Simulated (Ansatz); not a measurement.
# TiSi₂: the change of pressure with volume per atom

Periodic Kohn-Sham DFT of a crystal at fixed atoms; pressure and stress are positive in compression; the energy is the free energy less that of spherical unpolarised free atoms; site moments are those in the method's own spheres, positive along +z. The results are calculated, by Ansatz 0.2.0.

Cell of the first row (space group Fddd, No. 70):
```
CELL_PARAMETERS angstrom
0.00000 4.03390 4.17450
2.33780 0.00000 4.17450
2.33780 4.03390 0.00000
ATOMIC_POSITIONS crystal
Ti 0.75000 0.75000 0.75000
Ti 0.50000 0.50000 0.50000
Si 0.08300 0.41700 0.08300
Si 0.41700 0.08300 0.41700
Si 0.16700 0.83300 0.16700
Si 0.83300 0.16700 0.83300
```

Settings of every row: method all-electron PAW; functional PBE; relativity scalar; k mesh 8x8x8; filling fermi-dirac; smearing width 0.08 eV; nucleus gaussian.

Atom start moment: 0 on all atoms.

```csv
row,volume per atom (Å³),pressure (GPa)
1,13.123,13.096
2,13.402,9.121
3,13.681,5.54
4,13.821,3.886
5,13.96,2.315
6,14.1,?
7,14.239,-0.589
8,14.519,-3.205
9,14.798,-5.56
```

Question: what pressure should row 6 give?

Worked fit of pressure. Take u = (V_r/V)^(2/3) − 1 with V_r = 13.89 Å³ an atom, which is twice the finite (Eulerian) strain; such expansions in the strain, on which the Birch-Murnaghan equation of state is built, carry the rest volume and the bulk modulus. The shown rows have u = 0.03859, 0.02413, 0.01016, 0.00333, -0.00335, -0.01641, -0.02909, -0.04134. Least squares give pressure = 3.0945 + 234.451 × u + 624.6 × u² + 413 × u³ GPa; a parabola predicts inner rows, each left out in turn, worse (root mean square 0.007 against 0.0034 GPa). The rows lie off it by 0.000, 0.000, -0.001, 0.004, -0.001, -0.003, 0.002, -0.001. The pressure vanishes at u = -0.0137, or V = 14.18 Å³ an atom, and there the bulk modulus at fixed shape and fractions is B = −V dP/dV = (2/3)(1 + u) dP/du = 143 GPa. Letting shape and atoms relax would as a rule lower it, by much in layered, chain or molecular crystals. The withheld row has u = -0.00995, so the fit gives 3.0945 + 234.451 × (-0.00995) + 624.6 × (-0.00995)² + 413 × (-0.00995)³ = 0.823 GPa.

The calculation gave 0.825 GPa. The fit lies 0.002 GPa (0.011 % of the column's range) below it; its largest miss of a shown row is 0.004 GPa.
